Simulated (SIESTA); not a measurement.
# Si2Mo: equation of state with PBEsol

The system is Si2Mo.

```
Mo Si
1.0
    -1.60000    1.60000    3.93050
     1.60000   -1.60000    3.93050
     1.60000    1.60000   -3.93050
Mo Si
1 2
Direct
  0.00000 0.00000 0.00000
  0.66700 0.66700 0.00000
  0.33300 0.33300 0.00000
```

* Program: SIESTA 5.4.2
* Task: equation of state
* Functional: PBEsol
* Potentials or basis: PseudoDojo 0.4 standard (PBEsol files)
* Basis: DZP (energy shift 0.003 Ry; two zetas on semicore shells)
* Grid cutoff: 800 Ry
* Energy shift: 0.003 Ry
* k mesh: 12 × 12 × 12
* Occupations: fermi-dirac, width 0.05 eV
* Spin: no spin polarisation

```
Equilibrium volume                        : 13.33 Å³/atom
Bulk modulus at fixed shape and positions : 215 GPa
Pressure derivative of the bulk modulus   : 4.3
```

Energy against volume, from the lowest point:
| volume (Å³/atom) | energy (meV/atom) |
| --- | --- |
| 12.611 | 28.56 |
| 12.879 | 10.60 |
| 13.148 | 1.41 |
| 13.416 | 0.00 |
| 13.684 | 5.52 |
| 13.953 | 17.39 |
| 14.221 | 34.95 |

All runs of the series together: 35 min on 1 thread of Intel(R) Xeon(R) Platinum 8375C CPU @ 2.90GHz (Ice Lake) (shared host).

Caveat: the cell was scaled at fixed shape and fractional positions, which overstates the stiffness of a crystal with free parameters, most of all of layers and chains; the basis of atomic orbitals isn't converged, which shifts pressures, moduli and gaps.
